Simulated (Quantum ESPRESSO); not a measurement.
# MnO2 (R-3m) in Quantum ESPRESSO: settings compared

The runs below take MnO2 through band structure, with LDA, r2SCAN.

All numbers are computed with Quantum ESPRESSO 7.5; they aren't measurements. Logs are shortened: lines on timing, memory, paths and dates and some standing lists are left out, and cuts for length are marked.

## Step 1: Starting point

The structure is trigonal, space group R-3m (No. 166). Conventional cell: a = 2.857 Å, b = 2.857 Å, c = 13.752 Å, α = 90.00°, β = 90.00°, γ = 120.00°. Mn (site symmetry -3m) is surrounded by 6 O at 1.90 Å. Around O (site symmetry 3m) lie 3 Mn at 1.90 Å.

Measurements of this composition are mostly on another form, of space group No. 136.

## Step 2: Band structure, LDA, collinear spin, ferromagnetic start

pw.in

```
&CONTROL
  calculation = 'scf'
  prefix = 'pwscf'
  outdir = './tmp'
  pseudo_dir = './pseudo'
  tprnfor = .true.
  tstress = .true.
  disk_io = 'low'
/
&SYSTEM
  ibrav = 0
  celldm(1) = 8
  nat = 3
  ntyp = 2
  ecutwfc = 45
  ecutrho = 360
  nbnd = 24
  occupations = 'smearing'
  smearing = 'fd'
  degauss = 0.00367493
  nspin = 2
  starting_magnetization(1) = 0.2667
  starting_magnetization(2) = 0
/
&ELECTRONS
  conv_thr = 6d-10
  electron_maxstep = 120
  mixing_beta = 0.3
/
ATOMIC_SPECIES
Mn    54.9380 mn_lda_v1.5.uspp.F.UPF
O     15.9990 o_lda_v1.2.uspp.F.UPF
CELL_PARAMETERS alat
  0.3374188291675   0.1948088518383   1.0827968949612
 -0.3374188291675   0.1948088518383   1.0827968949612
  0.0000000000000  -0.3896177037002   1.0827968949612
ATOMIC_POSITIONS crystal
Mn     0.0000000000    0.0000000000    0.0000000000
O      0.7356355100    0.7356355100    0.7356355100
O      0.2643644900    0.2643644900    0.2643644900
K_POINTS automatic
11 11 11 0 0 0
```

bands.in

```
&CONTROL
  calculation = 'bands'
  prefix = 'pwscf'
  outdir = './tmp'
  pseudo_dir = './pseudo'
  disk_io = 'low'
  verbosity = 'high'
/
&SYSTEM
  ibrav = 0
  celldm(1) = 8
  nat = 3
  ntyp = 2
  ecutwfc = 45
  ecutrho = 360
  nbnd = 24
  occupations = 'smearing'
  smearing = 'fd'
  degauss = 0.00367493
  nspin = 2
  starting_magnetization(1) = 0.2667
  starting_magnetization(2) = 0
/
&ELECTRONS
  conv_thr = 1d-08
  electron_maxstep = 120
  mixing_beta = 0.3
  diago_full_acc = .true.
  startingwfc = 'random'
/
ATOMIC_SPECIES
Mn    54.9380 mn_lda_v1.5.uspp.F.UPF
O     15.9990 o_lda_v1.2.uspp.F.UPF
CELL_PARAMETERS alat
  0.3374188291675   0.1948088518383   1.0827968949612
 -0.3374188291675   0.1948088518383   1.0827968949612
  0.0000000000000  -0.3896177037002   1.0827968949612
ATOMIC_POSITIONS crystal
Mn     0.0000000000    0.0000000000    0.0000000000
O      0.7356355100    0.7356355100    0.7356355100
O      0.2643644900    0.2643644900    0.2643644900
K_POINTS crystal
60
 0.0000000000  0.0000000000  0.0000000000 1
 0.0625000000  0.0000000000  0.0000000000 1
 0.1250000000  0.0000000000  0.0000000000 1
 0.1875000000  0.0000000000  0.0000000000 1
 0.2500000000  0.0000000000  0.0000000000 1
 0.3125000000  0.0000000000  0.0000000000 1
 0.3750000000  0.0000000000  0.0000000000 1
 0.4375000000  0.0000000000  0.0000000000 1
 0.5000000000  0.0000000000  0.0000000000 1
 0.5000000000  0.0376491412 -0.0376491412 1
 0.5000000000  0.0752982825 -0.0752982825 1
 0.5000000000  0.1129474237 -0.1129474237 1
 0.5000000000  0.1505965650 -0.1505965650 1
 0.5000000000  0.1882457062 -0.1882457062 1
 0.8117542938  0.5000000000  0.1882457062 1
 0.7771149278  0.5000000000  0.2228850722 1
 0.7424755618  0.5000000000  0.2575244382 1
 0.7078361959  0.5000000000  0.2921638041 1
 0.6731968299  0.5000000000  0.3268031701 1
 0.6385574639  0.5000000000  0.3614425361 1
 0.6039180979  0.5000000000  0.3960819021 1
 0.5692787320  0.5000000000  0.4307212680 1
 0.5346393660  0.5000000000  0.4653606340 1
 0.5000000000  0.5000000000  0.5000000000 1
 0.3750000000  0.3750000000  0.3750000000 1
 0.2500000000  0.2500000000  0.2500000000 1
 0.1250000000  0.1250000000  0.1250000000 1
 0.0000000000  0.0000000000  0.0000000000 1
 0.0312838957  0.0000000000 -0.0312838957 1
 0.0625677915  0.0000000000 -0.0625677915 1
 0.0938516872  0.0000000000 -0.0938516872 1
 0.1251355829  0.0000000000 -0.1251355829 1
 0.1564194787  0.0000000000 -0.1564194787 1
 0.1877033744  0.0000000000 -0.1877033744 1
 0.2189872702  0.0000000000 -0.2189872702 1
 0.2502711659  0.0000000000 -0.2502711659 1
 0.2815550616  0.0000000000 -0.2815550616 1
 0.3128389574  0.0000000000 -0.3128389574 1
 0.3441228531  0.0000000000 -0.3441228531 1
 0.6558771469  0.3441228531  0.0000000000 1
 0.6247017175  0.3752982825  0.0000000000 1
 0.5935262881  0.4064737119  0.0000000000 1
 0.5623508588  0.4376491412  0.0000000000 1
 0.5311754294  0.4688245706  0.0000000000 1
 0.5000000000  0.5000000000  0.0000000000 1
 0.6558771469  0.6558771469  0.1882457062 1
 0.6402894322  0.6402894322  0.2194211356 1
 0.6247017175  0.6247017175  0.2505965650 1
 0.6091140028  0.6091140028  0.2817719944 1
 0.5935262881  0.5935262881  0.3129474237 1
 0.5779385734  0.5779385734  0.3441228531 1
 0.5623508588  0.5623508588  0.3752982825 1
 0.5467631441  0.5467631441  0.4064737119 1
 0.5311754294  0.5311754294  0.4376491412 1
 0.5155877147  0.5155877147  0.4688245706 1
 0.5000000000  0.5000000000  0.5000000000 1
 0.5000000000  0.0000000000  0.0000000000 1
 0.6039180979  0.1147076177  0.1147076177 1
 0.7078361959  0.2294152354  0.2294152354 1
 0.8117542938  0.3441228531  0.3441228531 1
```

Potentials or basis: GBRV 1.5 LDA.

Run with:

```
> OMP_NUM_THREADS=1 mpirun -n 2 pw.x -nk 2 -in pw.in > pw.out
> OMP_NUM_THREADS=1 mpirun -n 2 pw.x -nk 2 -in bands.in > bands.out
```

pw.out:

```text
This program is part of the open-source Quantum ESPRESSO suite
     for quantum simulation of materials; please cite
         "P. Giannozzi et al., J. Phys.:Condens. Matter 21 395502 (2009);
         "P. Giannozzi et al., J. Phys.:Condens. Matter 29 465901 (2017);
         "P. Giannozzi et al., J. Chem. Phys. 152 154105 (2020);
     in publications or presentations arising from this work. More details at

     Message from routine setup:
     using ibrav=0 with symmetry is DISCOURAGED, use correct ibrav instead

     K-points division:     npool     =       2
     Subspace diagonalization in iterative solution of the eigenvalue problem:
     a serial algorithm will be used

     G-vector sticks info
     --------------------
     sticks:   dense  smooth     PW     G-vecs:    dense   smooth      PW
     Sum        1361     687    237                25175     8971    1833

     Using Slab Decomposition

     bravais-lattice index     =            0
     lattice parameter (alat)  =       8.0000  a.u.
     unit-cell volume          =     218.6484 (a.u.)^3
     number of atoms/cell      =            3
     number of atomic types    =            2
     number of electrons       =        27.00
     number of Kohn-Sham states=           24
     kinetic-energy cutoff     =      45.0000  Ry
     charge density cutoff     =     360.0000  Ry
     scf convergence threshold =      6.0E-10
     mixing beta               =       0.3000
     number of iterations used =            8  plain     mixing
     Exchange-correlation= SLA  PZ   NOGX NOGC
                           (   1   1   0   0   0   0   0)

     celldm(1)=   8.000000  celldm(2)=   0.000000  celldm(3)=   0.000000
     celldm(4)=   0.000000  celldm(5)=   0.000000  celldm(6)=   0.000000

     crystal axes: (cart. coord. in units of alat)
               a(1) = (   0.337419   0.194809   1.082797 )
               a(2) = (  -0.337419   0.194809   1.082797 )
               a(3) = (   0.000000  -0.389618   1.082797 )

     reciprocal axes: (cart. coord. in units 2 pi/alat)
               b(1) = (  1.481838  0.855539  0.307845 )
               b(2) = ( -1.481838  0.855539  0.307845 )
               b(3) = (  0.000000 -1.711079  0.307845 )

     PseudoPot. # 1 for Mn read from file:
     mn_lda_v1.5.uspp.F.UPF
     Pseudo is Ultrasoft + core correction, Zval = 15.0
     Generated by new atomic code, or converted to UPF format
     Using radial grid of  859 points,  6 beta functions with:
                l(1) =   0
                l(2) =   0
                l(3) =   1
                l(4) =   1
                l(5) =   2
                l(6) =   2
     Q(r) pseudized with  8 coefficients,  rinner =    0.950   0.950   0.950
                                                       0.950   0.950

     PseudoPot. # 2 for O  read from file:
     o_lda_v1.2.uspp.F.UPF
     Pseudo is Ultrasoft + core correction, Zval =  6.0
     Generated by new atomic code, or converted to UPF format
     Using radial grid of  737 points,  5 beta functions with:
                l(1) =   0
                l(2) =   0
                l(3) =   1
                l(4) =   1
                l(5) =   2
     Q(r) pseudized with  8 coefficients,  rinner =    0.900   0.900   0.900
                                                       0.900   0.900

     atomic species   valence    mass     pseudopotential
     Mn               15.00    54.93800     Mn( 1.00)
     O                 6.00    15.99900     O ( 1.00)

     Starting magnetic structure
     atomic species   magnetization
     Mn              0.267
     O               0.000

     12 Sym. Ops., with inversion, found

   Cartesian axes

     site n.     atom                  positions (alat units)
         1        Mn     tau(   1) = (   0.0000000   0.0000000   0.0000000  )
         2        O      tau(   2) = (   0.0000000  -0.0000000   2.3896315  )
         3        O      tau(   3) = (   0.0000000  -0.0000000   0.8587591  )

     number of k points=   146  Fermi-Dirac smearing, width (Ry)=  0.0037

     Number of k-points >= 100: set verbosity='high' to print them.

     Dense  grid:    25175 G-vectors     FFT dimensions: (  60,  60,  60)

     Smooth grid:     8971 G-vectors     FFT dimensions: (  40,  40,  40)

     Check: negative core charge=   -0.000013
     Generating pointlists ...
     new r_m :   0.1854 (alat units)  1.4831 (a.u.) for type    1
     new r_m :   0.1854 (alat units)  1.4831 (a.u.) for type    2

     Initial potential from superposition of free atoms

     starting charge      26.4999, renormalised to      27.0000
     Starting wfcs are   21 randomized atomic wfcs +    3 random wfcs

     Self-consistent Calculation

     iteration #  1     ecut=    45.00 Ry     beta= 0.30
     Davidson diagonalization with overlap
     ethr =  1.00E-02,  avg # of iterations =  5.0

     total energy              =    -275.21362448 Ry
     estimated scf accuracy    <       2.26796178 Ry

     total magnetization       =     3.00 Bohr mag/cell
     absolute magnetization    =     3.04 Bohr mag/cell

     iteration #  2     ecut=    45.00 Ry     beta= 0.30
     Davidson diagonalization with overlap
     ethr =  8.40E-03,  avg # of iterations =  1.6

     total energy              =    -275.33851936 Ry
     estimated scf accuracy    <       2.79704682 Ry

     total magnetization       =     2.39 Bohr mag/cell
     absolute magnetization    =     2.39 Bohr mag/cell

     iteration #  3     ecut=    45.00 Ry     beta= 0.30
     Davidson diagonalization with overlap
     ethr =  8.40E-03,  avg # of iterations =  1.0

     total energy              =    -275.76716837 Ry
     estimated scf accuracy    <       0.28873111 Ry

     total magnetization       =     3.00 Bohr mag/cell
     absolute magnetization    =     3.09 Bohr mag/cell
[... 95 lines left out ...]
     total energy              =    -275.82121700 Ry
     estimated scf accuracy    <          2.1E-09 Ry

     total magnetization       =     3.00 Bohr mag/cell
     absolute magnetization    =     3.03 Bohr mag/cell

     iteration # 14     ecut=    45.00 Ry     beta= 0.30
     Davidson diagonalization with overlap
     ethr =  7.60E-12,  avg # of iterations =  2.0

     total energy              =    -275.82121700 Ry
     estimated scf accuracy    <          1.2E-09 Ry

     total magnetization       =     3.00 Bohr mag/cell
     absolute magnetization    =     3.03 Bohr mag/cell

     iteration # 15     ecut=    45.00 Ry     beta= 0.30
     Davidson diagonalization with overlap
     ethr =  4.60E-12,  avg # of iterations =  2.0

     Magnetic moment per site  (integrated on atomic sphere of radius R)
     atom   1 (R=0.185)  charge= 11.7428  magn=  2.4878
     atom   2 (R=0.185)  charge=  5.2104  magn=  0.0543
     atom   3 (R=0.185)  charge=  5.2104  magn=  0.0543

     End of self-consistent calculation

     Number of k-points >= 100: set verbosity='high' to print the bands.

     the Fermi energy is     7.9597 ev

!    total energy              =    -275.82121700 Ry
     estimated scf accuracy    <          9.6E-11 Ry
     smearing contrib. (-TS)   =      -0.00001125 Ry
     internal energy E=F+TS    =    -275.82120575 Ry

     The total energy is F=E-TS. E is the sum of the following terms:
     one-electron contribution =    -191.42002713 Ry
     hartree contribution      =     106.60626230 Ry
     xc contribution           =     -40.44561637 Ry
     ewald contribution        =    -150.56182455 Ry

     total magnetization       =     3.00 Bohr mag/cell
     absolute magnetization    =     3.03 Bohr mag/cell

     convergence has been achieved in  15 iterations

     Forces acting on atoms (cartesian axes, Ry/au):

     atom    1 type  1   force =     0.00000000    0.00000000   -0.00000000
     atom    2 type  2   force =    -0.00000000    0.00000000   -0.01853229
     atom    3 type  2   force =     0.00000000   -0.00000000    0.01853229

     Total force =     0.026209     Total SCF correction =     0.000033

     Computing stress (Cartesian axis) and pressure

          total   stress  (Ry/bohr**3)                   (kbar)     P=      -79.99
  -0.00061646  -0.00000000   0.00000000          -90.68       -0.00        0.00
  -0.00000000  -0.00061646  -0.00000000           -0.00      -90.68       -0.00
  -0.00000000  -0.00000000  -0.00039837           -0.00       -0.00      -58.60

=------------------------------------------------------------------------------=
   JOB DONE.
=------------------------------------------------------------------------------=
```

It took 3.6 min on 2 MPI ranks of Arm Neoverse V1, shared host; peak memory 0.36 GiB.

What came out:

```
Free energy                                           : -3752.7388 eV
Pressure                                              : -8.0 GPa
Largest force                                         : 0.476 eV/Å
Band gap on the k mesh                                : 0.46 eV, indirect (least direct gap 0.52 eV)
Band gap along the path                               : 0.46 eV, indirect (least direct gap 0.51 eV)
Net moment                                            : 3.00 μB per cell
Absolute moment                                       : 3.03 μB per cell
Site moments                                          : Mn +2.49; O +0.05 μB
Valence electrons inside the program's atomic spheres : Mn 11.74; O 5.21
```

Forces on the atoms (eV/Å):
```
Mn   0.000  0.000  0.000
O    0.000  0.000 -0.476
O    0.000  0.000  0.476
```

Levels at the corners of the path, in eV from the valence-band top:
Spin up:
```
point  band 13  band 14  band 15  band 16  band 17  band 18
    Γ    -1.62    -1.35    -0.29     2.68     2.68     6.82
    L    -1.74    -1.72    -0.94     1.84     2.48    11.58
   B1    -2.07    -0.87    -0.67     1.81     1.94    12.73
    B    -2.07    -0.87    -0.67     1.81     1.94    12.73
    Z    -1.67    -1.67    -0.05     2.71     2.71     8.87
    Γ    -1.62    -1.35    -0.29     2.68     2.68     6.82
    X    -2.08    -0.79    -0.71     1.81     1.92    12.85
    Q    -2.08    -0.79    -0.71     1.81     1.92    12.85
    F    -1.81    -1.74    -1.06     2.07     2.57    10.70
   P1    -1.75    -1.71    -1.01     1.96     2.55    11.04
    Z    -1.67    -1.67    -0.05     2.71     2.71     8.87
    L    -1.74    -1.72    -0.94     1.84     2.48    11.58
    P    -1.75    -1.71    -1.01     1.96     2.55    11.04
```
Spin down:
```tsv
point	band 8	band 9	band 10	band 11	band 12	band 13	band 14	band 15	band 16	band 17
Γ	-5.21	-5.21	-1.49	-1.49	-1.17	0.46	0.46	2.15	4.21	4.21
L	-4.56	-4.44	-3.60	-2.89	-2.26	0.92	1.22	1.54	3.62	4.08
B1	-5.49	-4.79	-3.37	-2.88	-2.50	0.80	1.59	1.69	3.54	3.65
B	-5.49	-4.79	-3.37	-2.88	-2.50	0.80	1.59	1.69	3.54	3.65
Z	-5.19	-4.78	-2.60	-1.54	-1.54	0.46	0.46	2.20	4.24	4.24
Γ	-5.21	-5.21	-1.49	-1.49	-1.17	0.46	0.46	2.15	4.21	4.21
X	-5.39	-4.87	-3.28	-2.91	-2.60	0.80	1.63	1.69	3.54	3.64
Q	-5.39	-4.87	-3.28	-2.91	-2.60	0.80	1.63	1.69	3.54	3.64
F	-4.85	-4.36	-3.00	-2.98	-1.97	0.70	1.23	1.53	3.76	4.16
P1	-4.84	-4.38	-3.06	-2.98	-2.01	0.76	1.23	1.53	3.68	4.14
Z	-5.19	-4.78	-2.60	-1.54	-1.54	0.46	0.46	2.20	4.24	4.24
L	-4.56	-4.44	-3.60	-2.89	-2.26	0.92	1.22	1.54	3.62	4.08
P	-4.84	-4.38	-3.06	-2.98	-2.01	0.76	1.23	1.53	3.68	4.14
```

Caveat: a cell with one magnetic atom can't hold antiferromagnetic order, which such compounds often take. A hybrid or GW would open this gap; LDA tends to underestimate it.

(Part 1 of 2 ends here.)
